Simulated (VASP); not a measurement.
# Nb (Im-3m) in VASP: a series of runs

One crystal, Nb, is run at these levels: LDA, PBE; tasks: relaxation of cell and atoms.

Everything below comes from runs of VASP 6.6.1. Logs are shortened: lines on timing, memory, paths and dates and some standing lists are left out, and cuts for length are marked.

## 1. Starting point

It takes space group Im-3m (No. 229, cubic). The conventional cell has a = 3.328 Å, b = 3.328 Å, c = 3.328 Å, α = 90.00°, β = 90.00°, γ = 90.00°. Around Nb (site symmetry m-3m) lie 8 Nb at 2.88 Å.

## 2. Relaxation of cell and atoms, LDA

File INCAR:

```
SYSTEM = Nb
PREC = Accurate
ENCUT = 600
EDIFF = 1E-6
ISMEAR = 1
SIGMA = 0.1
LREAL = .False.
LASPH = .True.
NELM = 80
ALGO = Normal
ISIF = 3
LWAVE = .False.
LCHARG = .False.
GGA = CA
IBRION = 2
NSW = 90
EDIFFG = -0.01
```

File KPOINTS:

```
Automatic mesh
0
Gamma
  16 16 16
  0 0 0
```

File POSCAR:

```
Nb
1.0
   -1.6639500000      1.6639500000      1.6639500000
    1.6639500000     -1.6639500000      1.6639500000
    1.6639500000      1.6639500000     -1.6639500000
Nb
1
Direct
    0.0000000000      0.0000000000      0.0000000000
```

Potentials or basis: VASP PAW LDA potentials, release 64 (Nb_sv).

Command:

```sh
$ cat potpaw_LDA.64/Nb_sv/POTCAR > POTCAR
$ mpirun -np 1 vasp_std > vasp.out
```

OUTCAR:

```text
SYSTEM = Nb
   PREC = Accurate
   ENCUT = 600
   EDIFF = 1E-6
   ISMEAR = 1
   LREAL = .False.
   LASPH = .True.
   NELM = 80
   ISIF = 3
   GGA = CA
   IBRION = 2
   NSW = 90
   EDIFFG = -0.01

 ion  position               nearest neighbor table
   1  0.000  0.000  0.000-

  LATTYP: Found a body centered cubic cell.
 ALAT       =     3.3279000000

  Lattice vectors:

 A1 = (  -1.6639500000,   1.6639500000,   1.6639500000)
 A2 = (   1.6639500000,  -1.6639500000,   1.6639500000)
 A3 = (   1.6639500000,   1.6639500000,  -1.6639500000)

Analysis of symmetry for initial positions (statically):
=====================================================================
 Subroutine PRICEL returns:
 Original cell was already a primitive cell.

 Routine SETGRP: Setting up the symmetry group for a
 body centered cubic supercell.

 Subroutine GETGRP returns: Found 48 space group operations
 (whereof 48 operations were pure point group operations)
 out of a pool of 48 trial point group operations.

The static configuration has the point symmetry O_h .

Analysis of symmetry for dynamics (positions and initial velocities):
=====================================================================
 Subroutine PRICEL returns:
 Original cell was already a primitive cell.

 Routine SETGRP: Setting up the symmetry group for a
 body centered cubic supercell.

 Subroutine GETGRP returns: Found 48 space group operations
 (whereof 48 operations were pure point group operations)
 out of a pool of 48 trial point group operations.

The dynamic configuration has the point symmetry O_h .

 Subroutine INISYM returns: Found 48 space group operations
 (whereof 48 operations are pure point group operations),
 and found     1 'primitive' translations

----------------------------------------------------------------------------------------

                                     Primitive cell

  volume of cell :      18.4281

  direct lattice vectors                    reciprocal lattice vectors
    -1.663950000  1.663950000  1.663950000     0.000000000  0.300489798  0.300489798
     1.663950000 -1.663950000  1.663950000     0.300489798  0.000000000  0.300489798
     1.663950000  1.663950000 -1.663950000     0.300489798  0.300489798  0.000000000

  length of vectors
     2.882045941  2.882045941  2.882045941     0.424956748  0.424956748  0.424956748

  position of ions in fractional coordinates (direct lattice)
[... 91 lines left out ...]
   EFERMI =   0.00;   METHOD = LEGACY
   ISMEAR =     1;   SIGMA  =   0.10  broadening in eV -4-tet -1-fermi 0-gaus
   EFERMI_NEDOS =   21; number of points for ismear=-14 and -15
   IALGO  =     38    algorithm
   IMIX   =      4    mixing-type and parameters
     AMIX     =   0.40;   BMIX     =  1.00
     AMIX_MAG =   1.60;   BMIX_MAG =  1.00
  volume/ion in A,a.u.               =      18.43       124.36
  Fermi-wavevector in a.u.,A,eV,Ry     =   1.457345  2.753983 28.896790  2.123854
  Thomas-Fermi vector in A             =   2.574157
   LORBIT       =      0    0 simple, 1 ext, 2 COOP (PROOUT), +10 PAW based schemes
   GGA     = CA    functional components
   LHFCALC =     F    Hartree Fock is set to
   AEXX    =    0.0000 exact exchange contribution
   IVDW    =     0    specifies the selected vdW correction
   LEPSILON=     F    determine dielectric tensor
   LRPA    =     F    only Hartree local field effects (RPA)
 conjugate gradient relaxation of ions
 non-spin polarized calculation
 Methfessel and Paxton  Order N= 1 SIGMA  =   0.10
  energy-cutoff  :      600.00
  volume of cell :       18.43
 maximum number of plane-waves:       630
   NGX = 11   NGY = 11   NGZ = 11

--------------------------------------- Ionic step        1  -------------------------------------------

 number of electron      12.9999999 magnetization

 Free energy of the ion-electron system (eV)
  ---------------------------------------------------
  ext. energy  EPLUGINS =         0.00000000
  ---------------------------------------------------
  free energy    TOTEN  =       -11.20444666 eV

  energy without entropy =      -11.20381208  energy(sigma->0) =      -11.20423513

------------------------ aborting loop because EDIFF is reached ----------------------------------------

  FORCE on cell =-STRESS in cart. coord.  units (eV):
  Direction    XX          YY          ZZ          XY          YZ          ZX
  --------------------------------------------------------------------------------------
  -------------------------------------------------------------------------------------
  Total       -1.4493313     -1.4493313     -1.4493313      0.0000000      0.0000000     -0.0000000
  in kB     -126.0078042   -126.0078042   -126.0078042      0.0000000      0.0000000     -0.0000000
  external PRESSURE =    -126.0078042 kB  Pullay stress =       0.0000000 kB
[... 197 lines left out ...]
--------------------------------------- Ionic step        7  -------------------------------------------

 number of electron      13.0000001 magnetization

 Free energy of the ion-electron system (eV)
  ---------------------------------------------------
  ext. energy  EPLUGINS =         0.00000000
  ---------------------------------------------------
  free energy    TOTEN  =       -11.25997610 eV

  energy without entropy =      -11.26026331  energy(sigma->0) =      -11.26007184

 E-fermi :  11.7111     XC(G=0): -12.9823

 val. band max:       11.7054518426   @ k =  -0.3125   0.3750   0.0625
 cond. band min:      11.7318608696   @ k =  -0.1875   0.1875   0.0625
 fundamental gap:      0.0264090270
 Fermi energy:        11.7110987338

 k-point     1 :       0.0000    0.0000    0.0000
  band No.  band energies     occupation
      1     -42.2848      2.00000
      2     -17.6109      2.00000
      3     -17.6109      2.00000
      4     -17.6109      2.00000
      5       5.7174      2.00000
      6      12.0488     -0.00002
      7      12.0488     -0.00002
      8      12.0488     -0.00002
      9      15.1265      0.00000
     10      15.1265      0.00000
[... 287 lines left out ...]
 k-point    24 :       0.2500    0.1875    0.0000
  band No.  band energies     occupation
      1     -42.0124      2.00000
      2     -18.8791      2.00000
      3     -18.1348      2.00000
      4     -17.7523      2.00000
      5       8.9103      2.00000
      6      10.3157      2.00000
      7      11.3342      2.00000
      8      14.5280      0.00000
      9      15.9854      0.00000
     10      18.0458      0.00000

 [... further k-points ...]
[... 5 lines left out ...]
  --------------------------------------------------------------------------------------
  -------------------------------------------------------------------------------------
  Total       -0.0006070     -0.0006070     -0.0006070      0.0000000      0.0000000     -0.0000000
  in kB       -0.0568549     -0.0568549     -0.0568549      0.0000000      0.0000000     -0.0000000
  external PRESSURE =      -0.0568549 kB  Pullay stress =       0.0000000 kB
[... 16 lines left out ...]
  FREE ENERGIE OF THE ION-ELECTRON SYSTEM (eV)
  ---------------------------------------------------
  free  energy   TOTEN  =       -11.2599760962 eV

  energy  without entropy=      -11.2602633148  energy(sigma->0) =      -11.26007184

 reached required accuracy - stopping structural energy minimisation
```

OSZICAR:

```text
N       E                     dE             d eps       ncg     rms          rms(c)
DAV:   1     0.136854713554E+03    0.13685E+03   -0.79880E+03  2900   0.145E+03
DAV:   2    -0.468476696213E+01   -0.14154E+03   -0.13823E+03  3172   0.505E+02
DAV:   3    -0.113680006287E+02   -0.66832E+01   -0.63056E+01  4548   0.950E+01
[... 58 lines left out ...]
DAV:   2    -0.112599881810E+02    0.21161E-03   -0.51948E-04  4482   0.357E-01    0.327E-02
DAV:   3    -0.112599665499E+02    0.21631E-04   -0.16651E-04  4518   0.159E-01    0.210E-02
DAV:   4    -0.112599716274E+02   -0.50775E-05   -0.60606E-06  3580   0.268E-02    0.117E-02
DAV:   5    -0.112599761800E+02   -0.45526E-05   -0.14283E-05  4826   0.302E-02    0.407E-03
DAV:   6    -0.112599760962E+02    0.83763E-07   -0.22303E-07  1642   0.640E-03
   7 F= -.11259976E+02 E0= -.11260072E+02  d E =-.626384E-05
```

It took 38 s on 1 thread of Intel Xeon 6975P-C (Granite Rapids), shared host; peak memory 0.17 GiB.

Results:

| Item | Value |
| --- | --- |
| Free energy | -11.2600 eV |
| Relaxed volume | 17.11 Å³/atom |
| Relaxed cell | a = 2.811 Å, b = 2.811 Å, c = 2.811 Å, α = 109.47°, β = 109.47°, γ = 109.47° |
| Space group after relaxing (to 0.05 Å) | Im-3m (No. 229) |
| Energy gained by relaxing | 55.5 meV/atom |
| Ionic steps | 7 |
| Pressure after relaxing | 0.0 GPa |
| Band gap on the k mesh | none (metal or under the smearing width) |

Step by step:
```
step  energy change (eV)  largest force (eV/Å)  pressure (GPa)  volume (Å³)
   1              0.0000                0.0000          -12.60        18.43
   2              0.1778                0.0000           36.22        14.83
   3             -0.0553                0.0000           -0.79        17.18
   4             -0.0555                0.0000           -0.15        17.12
   5             -0.0555                0.0000            0.15        17.09
   6             -0.0555                0.0000           -0.24        17.13
   7             -0.0555                0.0000           -0.01        17.11
```

Final structure:
```yaml
crystal:
  lattice:
    - [-1.62318, 1.62318, 1.62318]
    - [1.62318, -1.62318, 1.62318]
    - [1.62318, 1.62318, -1.62318]
  atoms:
    - { symbol: Nb, position: [0.00000, 0.00000, 0.00000] }
```

Levels at points of the mesh, in eV from the Fermi level:
| k point | band 3 | band 4 | band 5 | band 6 | band 7 | band 8 | band 9 | band 10 |
| --- | --- | --- | --- | --- | --- | --- | --- | --- |
| (0.00, 0.00, 0.00) | -29.32 | -29.32 | -5.99 | 0.34 | 0.34 | 0.34 | 3.42 | 3.42 |
| (0.50, 0.00, 0.00) | -29.83 | -29.34 | -3.94 | -1.82 | 2.63 | 3.48 | 4.20 | 6.84 |
| (0.50, 0.50, 0.50) | -30.42 | -30.42 | -4.03 | -4.03 | 6.00 | 6.00 | 6.00 | 9.54 |

## 3. Relaxation of cell and atoms, LDA

This run uses another cell than the first one, of 17.11 Å³/atom, 0.928 times its volume.

INCAR: that of step 2 with these lines changed.

```diff
@@ -3,3 +3,3 @@
 ENCUT = 600
-EDIFF = 1E-6
+EDIFF = 1E-7
 ISMEAR = 1
@@ -16,2 +16,2 @@
 NSW = 90
-EDIFFG = -0.01
+EDIFFG = -0.005
```

KPOINTS is that of step 2.

File POSCAR:

```
Nb                                      
1.0
   -1.6231798551      1.6231798551      1.6231798551
    1.6231798551     -1.6231798551      1.6231798551
    1.6231798551      1.6231798551     -1.6231798551
  Nb            
     1
Direct
     0.0000000000000000    0.0000000000000000    0.0000000000000000
```

Potentials or basis: VASP PAW LDA potentials, release 64 (Nb_sv).

Command:

```sh
$ cat potpaw_LDA.64/Nb_sv/POTCAR > POTCAR
$ mpirun -np 1 vasp_std > vasp.out
```

Wall time 17 s (1 thread of Intel Xeon 6975P-C (Granite Rapids), shared host); peak memory 0.15 GiB.

Results (log left out):

```yaml
Free_energy: -11.2593 eV
Relaxed_volume: 17.10 Å³/atom
Relaxed_cell: a = 2.811 Å, b = 2.811 Å, c = 2.811 Å, α = 109.47°, β = 109.47°, γ = 109.47°
Space_group_after_relaxing_to_0.05_Å: Im-3m (No. 229)
Energy_gained_by_relaxing: 0.0 meV/atom
Ionic_steps: 3
Pressure_after_relaxing: 0.0 GPa
Band_gap_on_the_k_mesh: none (metal or under the smearing width)
```

Final structure:
```
Nb
1.0
    -1.62312    1.62312    1.62312
     1.62312   -1.62312    1.62312
     1.62312    1.62312   -1.62312
Nb
1
Direct
  0.00000 0.00000 0.00000
```

Levels at points of the mesh, in eV from the Fermi level:
```csv
k point,band 4,band 5,band 6,band 7,band 8,band 9
"(0.00, 0.00, 0.00)",-29.32,-5.99,0.34,0.34,0.34,3.42
"(0.50, 0.00, 0.00)",-29.34,-3.94,-1.82,2.63,3.48,4.21
"(0.50, 0.50, 0.50)",-30.42,-4.03,-4.03,6.00,6.00,6.00
```

## 4. Relaxation of cell and atoms, PBE

File INCAR:

```
ALGO     = Normal         # electronic algorithm
EDIFF    = 1E-6           # SCF threshold, eV
EDIFFG   = -0.01          # ionic threshold
ENCUT    = 600            # plane-wave cutoff, eV
GGA      = PE             # functional
IBRION   = 2              # ionic algorithm
ISIF     = 3              # what is computed and relaxed
ISMEAR   = 1              # smearing method
LASPH    = T              # aspherical terms in the spheres
LCHARG   = F              # write CHGCAR
LREAL    = F              # projectors in reciprocal space
LWAVE    = F              # write WAVECAR
NELM     = 80             # most SCF steps
NSW      = 90             # ionic steps
PREC     = Accurate       # precision mode
SIGMA    = 0.1            # smearing width, eV
```

File KPOINTS:

```
k-points
0
Gamma
  16 16 16
```

File POSCAR:

```
Nb
1.0
   -1.6639500000      1.6639500000      1.6639500000
    1.6639500000     -1.6639500000      1.6639500000
    1.6639500000      1.6639500000     -1.6639500000
Nb
1
Direct
    0.0000000000      0.0000000000      0.0000000000
```

Potentials or basis: VASP PAW PBE potentials, release 64 (Nb_sv).

Command:

```sh
$ cat potpaw_PBE.64/Nb_sv/POTCAR > POTCAR
$ mpirun -np 1 vasp_std > vasp.out
```

Run time: 22 s. Hardware: 1 thread of Intel Xeon 6975P-C (Granite Rapids), shared host; peak memory 0.16 GiB.

It converged, with:

```
Free energy                            : -10.2175 eV
Relaxed volume                         : 18.08 Å³/atom
Relaxed cell                           : a = 2.864 Å, b = 2.864 Å, c = 2.864 Å, α = 109.47°, β = 109.47°, γ = 109.47°
Space group after relaxing (to 0.05 Å) : Im-3m (No. 229)
Energy gained by relaxing              : 3.6 meV/atom
Ionic steps                            : 3
Pressure after relaxing                : 0.0 GPa
Band gap on the k mesh                 : none (metal or under the smearing width)
```

The path:
```tsv
step	energy change (eV)	largest force (eV/Å)	pressure (GPa)	volume (Å³)
1	0.0000	0.0000	-3.18	18.43
2	0.0077	0.0000	6.16	17.47
3	-0.0036	0.0000	-0.04	18.08
```

Final structure:
```
Nb
1.0
    -1.65331    1.65331    1.65331
     1.65331   -1.65331    1.65331
     1.65331    1.65331   -1.65331
Nb
1
Direct
  0.00000 0.00000 0.00000
```

Levels at points of the mesh, in eV from the Fermi level:
```tsv
k point	band 2	band 3	band 4	band 5	band 6	band 7	band 8	band 9	band 10
(0.00, 0.00, 0.00)	-29.68	-29.68	-29.68	-5.95	0.36	0.36	0.36	3.26	3.26
(0.50, 0.00, 0.00)	-31.02	-30.11	-29.70	-3.72	-1.65	2.26	3.29	3.97	6.34
(0.50, 0.50, 0.50)	-30.60	-30.60	-30.60	-3.71	-3.71	5.57	5.57	5.57	9.04
```
